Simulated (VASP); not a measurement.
# Mg: work function with LDA

Mg, a slab with vacuum:

```
CELL_PARAMETERS angstrom
0.00000 6.61732 0.00000
-5.73077 -3.30866 0.00000
0.00000 0.00000 33.27934
ATOMIC_POSITIONS crystal
Mg 0.66667 0.00000 0.38889
Mg 0.66667 0.50000 0.38889
Mg 0.16667 0.00000 0.38889
Mg 0.16667 0.50000 0.38889
Mg 0.83333 0.83333 0.46324
Mg 0.83333 0.33333 0.46324
Mg 0.33333 0.83333 0.46324
Mg 0.33333 0.33333 0.46324
Mg 0.66667 0.00000 0.53676
Mg 0.66667 0.50000 0.53676
Mg 0.16667 0.00000 0.53676
Mg 0.16667 0.50000 0.53676
Mg 0.83333 0.83333 0.61111
Mg 0.83333 0.33333 0.61111
Mg 0.33333 0.83333 0.61111
Mg 0.33333 0.33333 0.61111
```

The cell was built by a generator and needn't be a form met in nature.

* Program: VASP 6.6.1
* Task: work function
* Functional: LDA
* Potentials or basis: VASP PAW LDA potentials, release 64 (Mg)
* Cutoff: 520 eV
* k mesh: 6 × 6 × 1
* Occupations: methfessel-paxton, width 0.1 eV
* Spin: no spin polarisation
* Dipole correction: yes
* Further INCAR settings: ALGO = Normal; EDIFF = 1e-07

```yaml
Band_gap_on_the_k_mesh: none (metal or under the smearing width)
Work_function_of_the_upper_face: 3.90 eV
Work_function_of_the_lower_face: 3.90 eV
```

Levels at points of the mesh, in eV from the Fermi level:
```tsv
k point	band 11	band 12	band 13	band 14	band 15	band 16	band 17	band 18	band 19	band 20
(0.00, 0.00, 0.00)	-1.25	-1.25	-1.25	-1.18	-1.18	-1.18	-0.61	0.23	0.23	0.23
(0.50, 0.00, 0.00)	-1.23	-1.23	-0.94	-0.94	0.45	0.45	0.65	0.65	1.24	1.24
```

Run time: 3.7 min on 4 MPI ranks on Intel(R) Xeon(R) 6975P-C (Granite Rapids) (shared host), peak memory 0.86 GiB a rank.
